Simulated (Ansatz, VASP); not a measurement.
**Cross-check of SiC between VASP and Ansatz**

Wanted: the spread between two codes on one cell, functional and k mesh. Of the first pair: The cell is taken from a series of runs on this material, whose earlier steps may have relaxed, scaled, displaced or heated it; both programs get it as it stands.

Method: plane waves, with VASP 6.6.1 beside it; relaxation of cell and atoms at PBEsol and single point at PBEsol, in Ansatz 0.2.0.

## (1) The structure

It takes space group P6_3mc (No. 186, hexagonal). The conventional cell has a = 3.080 Å, b = 3.080 Å, c = 5.050 Å, α = 90.00°, β = 90.00°, γ = 120.00°. Nearest to Si lie 4 C at 1.89 Å. Nearest to C lie 4 Si at 1.89 Å. Farther neighbours are not listed.

## (2) VASP: relaxation of cell and atoms, PBEsol

The relaxed volume is the usual yardstick between codes: in a stiff, nearly cubic crystal its relative difference is about their pressure difference at one cell divided by the bulk modulus.

Lines of VASP's logs that name or quote its potential files are left out, and so is its time.

INCAR

```
SYSTEM = SiC
PREC = Accurate
ENCUT = 600
EDIFF = 1E-07
NELM = 120
ISMEAR = -1
SIGMA = 0.02
LREAL = .FALSE.
ALGO = Normal
GGA = PS
NBANDS = 14
LORBIT = 11
LWAVE = .FALSE.
LCHARG = .FALSE.
ISIF = 3
IBRION = 2
NSW = 80
EDIFFG = -0.005
LASPH = .TRUE.
GGA_COMPAT = .FALSE.
NELMIN = 4
EFERMI = MIDGAP
KPAR = 2
```

POSCAR

```
SiC
1.0
    3.0800000000      0.0000000000      0.0000000000
   -1.5400000000      2.6673582400      0.0000000000
    0.0000000000      0.0000000000      5.0500000000
Si C
2 2
Direct
    0.3333333300      0.6666666700      0.0000000000
    0.6666666700      0.3333333300      0.5000000000
    0.6666666700      0.3333333300      0.1260069300
    0.3333333300      0.6666666700      0.6260069300
```

KPOINTS

```
Automatic mesh
0
Gamma
10 10 6
0 0 0
```

The projector-augmented-wave data sets are Si and C (PBE family, release 64).

Launch:

```
$ mpirun -np 2 vasp_std
```

Numbers of over 12 decimals in the logs are rounded to 6 here.

Log:

```text
[banner, memory and clock lines left out]
running    2 mpi-ranks, on    1 nodes
 distrk:  each k-point on    1 cores,    2 groups
 distr:  one band on    1 cores,    1 groups

 POSCAR found type information on POSCAR SiC
 POSCAR found :  2 types and       4 ions
|                                                                             |
|               ----> ADVICE to this user running VASP <----                  |
|                                                                             |
|     You enforced a specific xc type in the INCAR file but a different       |
|     [... a line on the potential file left out ...]
|     I HOPE YOU KNOW WHAT YOU ARE DOING!                                     |
|                                                                             |

 LDA part: xc-table for (Slater+PW92), standard interpolation
 POSCAR, INCAR and KPOINTS ok, starting setup
 FFT: planning ... GRIDC
 FFT: planning ... GRID_SOFT
 FFT: planning ... GRID
 WAVECAR not read
 entering main loop
       N       E                     dE             d eps       ncg     rms          rms(c)
DAV:   1     0.331778825420E+02    0.33178E+02   -0.78108E+03  1568   0.114E+03
DAV:   2    -0.322347045083E+02   -0.65413E+02   -0.59567E+02  2260   0.182E+02
DAV:   3    -0.353835068587E+02   -0.31488E+01   -0.31295E+01  2168   0.370E+01
DAV:   4    -0.354139869437E+02   -0.30480E-01   -0.30474E-01  1754   0.435E+00
DAV:   5    -0.354143741495E+02   -0.38721E-03   -0.38716E-03  2192   0.463E-01    0.123E+01
DAV:   6    -0.319648699243E+02    0.34495E+01   -0.78768E+00  2006   0.171E+01    0.565E+00
DAV:   7    -0.318536318768E+02    0.11124E+00   -0.99701E-01  2182   0.616E+00    0.238E+00
DAV:   8    -0.318256212173E+02    0.28011E-01   -0.55605E-02  1856   0.154E+00    0.572E-01
DAV:   9    -0.318225152179E+02    0.31060E-02   -0.74071E-03  2012   0.587E-01    0.119E-01
DAV:  10    -0.318226405319E+02   -0.12531E-03   -0.55375E-04  1928   0.158E-01    0.532E-02
DAV:  11    -0.318226443687E+02   -0.38368E-05   -0.37379E-05  1958   0.489E-02    0.114E-02
DAV:  12    -0.318226447499E+02   -0.38124E-06   -0.23845E-06  1982   0.107E-02    0.288E-03
DAV:  13    -0.318226449114E+02   -0.16144E-06   -0.31725E-07  2018   0.340E-03    0.181E-03
DAV:  14    -0.318226449096E+02    0.17649E-08   -0.11653E-08   994   0.855E-04
   1 F= -.31822645E+02 E0= -.31822645E+02  d E =-.318226E+02
[...]
2 F= -.31821808E+02 E0= -.31821808E+02  d E =0.837393E-03
[...]
3 F= -.31824421E+02 E0= -.31824421E+02  d E =-.177591E-02
[...]
4 F= -.31824507E+02 E0= -.31824507E+02  d E =-.862670E-04
 trial-energy change:   -0.000086  1 .order   -0.000086   -0.000191    0.000020
 step:   0.8072(harm=  0.8056)  dis= 0.00071  next Energy=   -31.824508 (dE=-0.872E-04)
 bond charge predicted
       N       E                     dE             d eps       ncg     rms          rms(c)
DAV:   1    -0.318245086220E+02   -0.15298E-05   -0.42650E-05  1838   0.523E-02    0.393E-03
DAV:   2    -0.318245082066E+02    0.41535E-06   -0.84937E-07  2006   0.680E-03    0.206E-03
DAV:   3    -0.318245080048E+02    0.20186E-06   -0.33745E-07  1994   0.413E-03    0.321E-04
DAV:   4    -0.318245080040E+02    0.76170E-09   -0.34664E-08   814   0.133E-03
   5 F= -.31824508E+02 E0= -.31824508E+02  d E =-.871889E-04
 curvature:  -0.41 expect dE=-0.170E-05 dE for cont linesearch -0.124E-10
 trial: gam= 0.01757 g(F)=  0.228E-06 g(S)=  0.389E-05 ort = 0.814E-07 (trialstep = 0.873E+00)
 search vector abs. value=  0.419E-05
 reached required accuracy - stopping structural energy minimisation
```

From OUTCAR (step 2):

```text
ion  position               nearest neighbor table
   1  0.333  0.667  0.000-   3 1.89   4 1.89   3 1.89   3 1.89   2 3.09   2 3.09   2 3.09   2 3.09
                             2 3.09   2 3.09
   2  0.667  0.333  0.500-   4 1.89   3 1.89   4 1.89   4 1.89   1 3.09   1 3.09   1 3.09   1 3.09
                             1 3.09   1 3.09
   3  0.667  0.333  0.126-   1 1.89   2 1.89   1 1.89   1 1.89
   4  0.333  0.667  0.626-   2 1.89   1 1.89   2 1.89   2 1.89

  LATTYP: Found a hexagonal cell.
 ALAT       =     3.0800000000
 C/A-ratio  =     1.6396103896

 Subroutine GETGRP returns: Found 12 space group operations
 (whereof  6 operations were pure point group operations)

The static configuration has the point symmetry C_3v.
 The point group associated with its full space group is C_6v.

 Found     56 irreducible k-points:

   k-points           NKPTS =     56   k-points in BZ     NKDIM =     56   number of bands    NBANDS=     14

   dimension x,y,z NGX =    28 NGY =   28 NGZ =   40
   dimension x,y,z NGXF=    56 NGYF=   56 NGZF=   80

   ENCUT  =  600.0 eV  44.10 Ry    6.64 a.u.   6.15  6.15 10.09*2*pi/ulx,y,z

   NELECT =      16.0000    total number of electrons

 k-points in reciprocal lattice and weights: Automatic mesh
   0.00000000  0.00000000  0.00000000       0.002
   0.10000000  0.00000000  0.00000000       0.010
   0.20000000  0.00000000  0.00000000       0.010
   0.30000000  0.00000000  0.00000000       0.010
   0.40000000 -0.00000000  0.00000000       0.010
   0.50000000  0.00000000  0.00000000       0.005
   0.10000000  0.10000000  0.00000000       0.010
   0.20000000  0.10000000  0.00000000       0.020
   0.30000000  0.10000000  0.00000000       0.020
[...]
0.40000000  0.20000000  0.50000000       0.010
   0.30000000  0.30000000  0.50000000       0.010

 average (electrostatic) potential at core
       1 -80.1248       2 -80.1248       3 -44.9460       4 -44.9460

 E-fermi :   9.3366

 k-point     1 :       0.0000    0.0000    0.0000
  band No.  band energies     occupation
    ...
      4       6.8780      2.00000
      5       6.8780      2.00000
      6       8.0863      2.00000
      7       8.1999      2.00000
      8       8.1999      2.00000
      9      12.9340      0.00000
     10      14.3434      0.00000
     11      14.7899      0.00000
     12      14.7899      0.00000
     13      15.8725      0.00000
    ...

 k-point     2 :       0.1000    0.0000    0.0000
  band No.  band energies     occupation
    ...
      4       5.9239      2.00000
      5       6.5805      2.00000
      6       7.5526      2.00000
      7       7.9689      2.00000
      8       8.1025      2.00000
      9      13.3924      0.00000
     10      14.3434      0.00000
     11      14.8938      0.00000
     12      15.1426      0.00000
     13      16.0203      0.00000
    ...

 k-point     3 :       0.2000    0.0000    0.0000
  band No.  band energies     occupation
    ...
      4       4.0209      2.00000
      5       5.9686      2.00000
      6       6.0817      2.00000
      7       7.5382      2.00000
      8       7.7912      2.00000
      9      12.6376      0.00000
     10      14.6580      0.00000
     11      15.1991      0.00000
     12      15.7294      0.00000
     13      15.8083      0.00000
    ...

  Total        0.0104697      0.0104697      0.0101514      0.0000000      0.0000000      0.0000000
  in kB        0.4052358      0.4052358      0.3929167      0.0000000      0.0000000      0.0000000
  external PRESSURE =       0.4011294 kB  Pullay stress =       0.0000000 kB

  energy-cutoff  :      600.00
  volume of cell :       41.39
      direct lattice vectors                 reciprocal lattice vectors
     3.076753178  0.000000000  0.000000000     0.325017947  0.187649199  0.000000000
    -1.538376589  2.664546409  0.000000000     0.000000000  0.375298398  0.000000000
     0.000000000  0.000000000  5.049172452     0.000000000  0.000000000  0.198052257

 POSITION                                       TOTAL-FORCE (eV/Angst)
 -----------------------------------------------------------------------------------
     -0.00000      1.77636      0.00456         0.000000      0.000000      0.001086
      1.53838      0.88818      2.52914        -0.000000      0.000000      0.001086
      1.53838      0.88818      0.63167        -0.000000      0.000000     -0.001086
     -0.00000      1.77636      3.15626         0.000000     -0.000000     -0.001086
 -----------------------------------------------------------------------------------
    total drift:                               -0.000004      0.000002      0.000134

  FREE ENERGIE OF THE ION-ELECTRON SYSTEM (eV)
  ---------------------------------------------------
  free  energy   TOTEN  =       -31.8245080040 eV

  energy  without entropy=      -31.8245080040  energy(sigma->0) =      -31.82450800

 reached required accuracy - stopping structural energy minimisation

 total charge
# of ion       s       p       d       tot
------------------------------------------
    1        0.709   0.968   0.000   1.678
    2        0.709   0.968   0.000   1.678
    3        0.831   1.702   0.000   2.533
    4        0.831   1.702   0.000   2.533
--------------------------------------------------
tot          3.082   5.340   0.000   8.421

[... 3 further parts left out ...]
```

## (3) Ansatz: relaxation of cell and atoms, PBEsol

Ansatz runs on its PAW soft_1 files.

The same cell, functional, mesh and smearing now go to Ansatz.

input.yaml

```yaml
crystal:
  lattice:
    - [3.08, 0.0, 0.0]
    - [-1.54, 2.66735824, 0.0]
    - [0.0, 0.0, 5.05]
  atoms:
    - { symbol: Si, position: [0.33333333, 0.66666667, 0.0] }
    - { symbol: Si, position: [0.66666667, 0.33333333, 0.5] }
    - { symbol: C, position: [0.66666667, 0.33333333, 0.12600693] }
    - { symbol: C, position: [0.33333333, 0.66666667, 0.62600693] }
kpoints:
  mp_grid: { grid: [10, 10, 6] }
scf:
  occupations: { method: fermi_dirac, width: 0.02 }
hamiltonian:
  xc: pbesol
  pseudopotentials: { kind: paw, azcp: { folder: soft_1 }, xc_functional: pbe }
basis:
  ecutwfc: 600
output:
  forces: true
  stress: true
relax:
  f_tol: 0.005
  max_steps: 70
  cell: { stress_tol: 0.02, p_target: 0 }
```

Launch:

```
$ ansatz run input.yaml --threads 4 --pin off --max-ram 10240MiB --backend cpu --events-out ev --progress --plain --runs-dir out
```

Log:

```text
Engine: ansatz 0.2.0, aarch64-unknown-linux-gnu
Pseudopotentials: kind: paw
Pseudopotential: Si, paw, valence charge 4, recommended cutoff 420 eV (normal), soft_1/Si.paw.azcp
Pseudopotential: C, paw, valence charge 4, recommended cutoff 420 eV (normal), soft_1/C.paw.azcp
Functional definition: PBEsol
  exchange = pbesol_x
  correlation = pbesol_c
Crystal: 4 atoms, lattice volume = 41.488 Å³
Basis set: ecut = 600 eV, 1389 PW (Γ), exchange–correlation on 50×50×90 points (8 copies of the dense FFT grid, shifted against one another)
Bands: 12, of which v1, the nominal top of the filled ones, is band 8 counted from 1 (7 counted from 0)
Symmetry: 12 space group operations
Space group: P63mc (ITA 186), of the structure as read, at distance tolerance 3.5e-5 Å
k-points: 56 of 600 (time reversal used)
Non-local potential: Si, projectors of the file, l = 0: 2, l = 1: 2, l = 2: 1
Non-local potential: C, projectors of the file, l = 0: 2, l = 1: 2, l = 2: 1
PAW form: soft (Blöchl's): semilocal exchange-correlation on the pseudo side does not see the compensation charge
PAW frozen core: Si, regenerated for the run's functional, and the local potential with it (the file was generated under x = pbe(κ = 0.804, μ = 0.219515), c = pbe(β = 0.066725))
PAW frozen core: C, regenerated for the run's functional, and the local potential with it (the file was generated under x = pbe(κ = 0.804, μ = 0.219515), c = pbe(β = 0.066725))
PAW one-centre angular grid: Si, 110 points (default); XC on 64 Gauss nodes
PAW one-centre angular grid: C, 110 points (default); XC on 64 Gauss nodes
Initial density: superposition of atomic densities (chi_scale 0.1, normalization cell, long waves kept (reshape's long-wave potential 0.00 eV rms))
Initial wavefunctions: pseudopotential atomic-orbital guess
Functional: x = pbesol(κ = 0.804, μ = 0.123457), c = pbesol(β = 0.046)
SCF iter   1: F=—  HF=-1740.276473 eV  |F-HF|=—  |Δ(HF+E_count)|=         —  Δρ=1.33e-1  dr2=8.96e0  ethr=3.10e-3  ⟨swp⟩=6.0  Hψ=4872  notcnv=0
preconditioner: auto → none  [insulator: Δε(μ)=4.278 eV  Ē_g=12.687 eV  σ=0.020 eV  W_gap=1.00  n_scr=2 (ndim 8)  ℏωp=23.1 eV  f_vac=0.000  D(μ)=0.00/eV (n_scr^D=0)  ε∞_Penn≈4.3]
SCF iter   2: F=—  HF=-1737.578564 eV  |F-HF|=—  |Δ(HF+E_count)|=    2.70e0  Δρ=4.74e-2  dr2=5.73e-1  ethr=3.10e-3  ⟨swp⟩=4.1  Hψ=2201  notcnv=0
SCF iter   3: F=—  HF=-1737.425283 eV  |F-HF|=—  |Δ(HF+E_count)|=   1.53e-1  Δρ=1.87e-2  dr2=7.42e-2  ethr=3.10e-3  ⟨swp⟩=2.5  Hψ=1499  notcnv=0
SCF iter   4: F=—  HF=-1737.413517 eV  |F-HF|=—  |Δ(HF+E_count)|=   1.18e-2  Δρ=1.46e-3  dr2=5.46e-4  ethr=4.64e-4  ⟨swp⟩=2.0  Hψ=895  notcnv=0
SCF iter   5: F=—  HF=-1737.413676 eV  |F-HF|=—  |Δ(HF+E_count)|=   1.59e-4  Δρ=2.00e-4  dr2=5.74e-6  ethr=3.41e-6  ⟨swp⟩=2.6  Hψ=1157  notcnv=0
SCF iter   6: F=—  HF=-1737.413675 eV  |F-HF|=—  |Δ(HF+E_count)|=   1.08e-6  Δρ=6.34e-5  dr2=8.69e-7  ethr=3.59e-8  ⟨swp⟩=2.0  Hψ=1118  notcnv=0
SCF iter   7: F=-1737.413675 eV  HF=-1737.413675 eV  |F-HF|=1.62e-8  |Δ(HF+E_count)|=   2.64e-7  Δρ=1.40e-5  dr2=3.77e-8  ethr=6.25e-10  ⟨swp⟩=3.1  Hψ=2810  notcnv=0
SCF 1 converged in 7 iterations: F = -1737.413675 eV  dr2 = 3.77e-8
  greatest PAW one-centre occupation: 0.645 electrons in one spin orbital (limit 2), on the C atom at site 3 (counted from 0), in its partial waves of l = 0
relax step   1: F+E_penalty+E_count = -1737.41367488 eV  Δ(F+E_penalty+E_count) = +0.000e0 eV  max|allowed force component| = 1.770e-1 eV/Å  Δτ_max = 0.0000 Å  P = -0.692 GPa  Ω = 41.488 Å³  (7 SCF iters, dr2 threshold 1.00e-7 eV, accepted)
[...]
relax step   2: F+E_penalty+E_count = -1737.41487707 eV  Δ(F+E_penalty+E_count) = -1.202e-3 eV  max|allowed force component| = 1.097e-1 eV/Å  Δτ_max = 0.0020 Å  P = -0.329 GPa  Ω = 41.420 Å³  energy of the carried Pulay correction = +6.566e-6 eV  (4 SCF iters, dr2 threshold 4.00e-7 eV, accepted)
[...]
relax step   3: F+E_penalty+E_count = -1737.41557784 eV  Δ(F+E_penalty+E_count) = -7.008e-4 eV  max|allowed force component| = 1.111e-2 eV/Å  Δτ_max = 0.0024 Å  P = +0.029 GPa  Ω = 41.355 Å³  energy of the carried Pulay correction = +1.275e-5 eV  (4 SCF iters, dr2 threshold 4.00e-7 eV, accepted)
[...]
relax step   4: F+E_penalty+E_count = -1737.41570773 eV  Δ(F+E_penalty+E_count) = -1.299e-4 eV  max|allowed force component| = 6.905e-4 eV/Å  Δτ_max = 0.0003 Å  P = +0.021 GPa  Ω = 41.355 Å³  energy of the carried Pulay correction = +1.276e-5 eV  (3 SCF iters, dr2 threshold 4.00e-7 eV, accepted)
[...]
relax step   5: F+E_penalty+E_count = -1737.41571049 eV  Δ(F+E_penalty+E_count) = -2.756e-6 eV  max|allowed force component| = 3.775e-5 eV/Å  Δτ_max = 0.0001 Å  P = +0.002 GPa  Ω = 41.359 Å³  energy of the carried Pulay correction = +1.239e-5 eV  (3 SCF iters, dr2 threshold 2.62e-8 eV, accepted)
[...]
relax step   6: F+E_penalty+E_count = -1737.41569804 eV  Δ(F+E_penalty+E_count) = +1.245e-5 eV  max|allowed force component| = 3.089e-5 eV/Å  Δτ_max = 0.0000 Å  P = +0.002 GPa  Ω = 41.359 Å³  stress off target by 2.88e-3 GPa  SCF on the basis re-selected at this cell (its energy is not comparable with the rows above)  (4 SCF iters)
basis re-selected at this cell: Δ(F+E_penalty+E_count) = +1.245e-5 eV, ΔP = -0.000 GPa vs the last step (what re-selecting the basis moved, of the pressure what is left beyond the Pulay correction that the steps carried, after the strain that the cell walked since its last selection, with what the two solves' SCF thresholds leave and, on support functions, any second-order correction that the steps lacked; it is no m [...]
SCF converged after 4 iterations
Free energy (F): -1737.415698 eV
Harris-Foulkes:  -1737.415698 eV  (|F-HF|=1.82e-12)
Internal energy: -1737.415698 eV  (E = F + TS)
E sigma→0 (E₀):  -1737.415698 eV
Fermi energy:    10.704201 eV
--- Per-component energies (eV) ---
  E_band       = 56.276758
  E_kinetic    = 265.941157
  E_local      = -191.426677  (includes V_loc(G=0)·N_el)
  E_nonlocal   = 90.745436
  E_hartree    = 63.513234
  E_xc         = -209.648440
  E_vxc        = -217.068795  (∫ρ·V_xc dr)
  E_paw        = -1187.787948  (= ΣΔE_a)
  E_vpaw       = -18.940854  (= ΣTr[D̂ρ^β])
  E_aug_tail   = 0.000023  (compensation charges beyond the density's cutoff)
  E_ewald      = -568.857805
  E_core_change = 0.105322  (= ΣΔE_core)
  E_smearing   = -0.000000  (= −TS)
  E_closure    = 0.000000  (closes the sum)
  Σ components = -1737.415698   (vs F -1737.415698, Δ=0.00e0)
--- Forces (eV/Å), atoms counted from 1 ---
  atom   1  Si     0.00000000     0.00000000     0.00003098
  atom   2  Si    -0.00000000    -0.00000000     0.00003098
  atom   3  C      0.00000000    -0.00000000    -0.00003081
  atom   4  C     -0.00000000     0.00000000    -0.00003081
  max |Σ_I F_I| component: 3.52e-7 eV/Å
--- Stress (GPa, compression-positive) ---
        0.001219       0.000000      -0.000000
        0.000000       0.001219       0.000000
       -0.000000       0.000000       0.002880
  P = ⅓ Tr σ = 0.0018 GPa (0.018 kbar)
--- Relaxed structure (5 steps of the walk, 5 accepted, 1 SCFs on fresh bases) ---
  F+E_penalty+E_count = -1737.41569804 eV   max|allowed force component| = 3.089e-5 eV/Å   (the final SCF, on the basis selected at the relaxed cell)
  cell:  # Å, volume = 41.3588 Å³
    - [3.075907, 0.0, 0]
    - [-1.537953, 2.663813, 0]
    - [0, 0, 5.047674]
  atoms:
    - { symbol: Si, position: [0.333333, 0.666667, 0.000913091] }
    - { symbol: Si, position: [0.666667, 0.333333, 0.500913] }
    - { symbol: C, position: [0.666667, 0.333333, 0.125094] }
    - { symbol: C, position: [0.333333, 0.666667, 0.625094] }
```

## (4) Differences

Known differences besides the potentials themselves: Ansatz makes its cores anew for this functional, VASP keeps those of its PBE data sets; Ansatz adds a Pulay correction to the stress that steers its cell, VASP none. Total energies have different zeros and are not compared.

The two programs side by side:

```
                                         quantity  Ansatz   VASP  difference
                                      volume (Å³)   41.36  41.39     -0.08 %
edge a after relaxation, in the typed setting (Å)   3.076  3.077     -0.03 %
edge c after relaxation, in the typed setting (Å)   5.048  5.049     -0.03 %
```

## (5) Ansatz: relaxation, PBEsol

This run makes the geometry at which the two programs are then compared.

The structure compared here is the end of the Ansatz relaxation.

input.yaml, the sections that differ from step 3:

```yaml
crystal:
  lattice:
    - [3.0835967675, 0.0, 0.0]
    - [-1.5417983837, 2.6704731357, 0.0]
    - [0.0, 0.0, 4.99719726]
  atoms:
    - { symbol: Si, position: [0.3333333, 0.6666667, 0.0009131] }
    - { symbol: Si, position: [0.6666667, 0.3333333, 0.5009131] }
    - { symbol: C, position: [0.6666667, 0.3333333, 0.1250938] }
    - { symbol: C, position: [0.3333333, 0.6666667, 0.6250938] }
output:
  forces: true
  stress: true
  write_density: true
  write_potential: true
  elf: true
  volumetric_format: npy
relax:
  f_tol: 0.005
  max_steps: 70
  cell: { stress_tol: 0.02, p_target: 0, fix: [c, alpha, beta, gamma] }
# kpoints, scf, hamiltonian, basis: as in step 3
```

Log:

```text
[...]
--- Relaxed structure (3 steps of the walk, 3 accepted, 1 SCFs on fresh bases) ---
[...]
cell:  # Å, volume = 41.0269 Å³
    - [3.078974, -2.8824224864953333e-11, 0]
    - [-1.539487, 2.666470, 0]
    - [0, 0, 4.99719726]
  atoms:
    - { symbol: Si, position: [0.333333, 0.666667, 0.00155951] }
    - { symbol: Si, position: [0.666667, 0.333333, 0.501560] }
    - { symbol: C, position: [0.666667, 0.333333, 0.124447] }
    - { symbol: C, position: [0.333333, 0.666667, 0.624447] }
[key lines of the parts left out:]
SCF converged after 5 iterations
Free energy (F): -1737.408723 eV
Fermi energy:    10.816970 eV
P = ⅓ Tr σ = 1.8027 GPa (18.027 kbar)
```

[end of part 1 of 2]

[Lines on the potential files, build, host, timing and source positions are cut from VASP's logs without a mark.]

[Logs are printed without paths, hosts, clocks, repeated set-up lines and the standing remarks that a program may print on its own settings, such as how far it seeks lower states.]

[Hosts, paths, dates, database ids (printed as entryN), source tags and the programs' standing remarks are cut or masked in the printed files.]
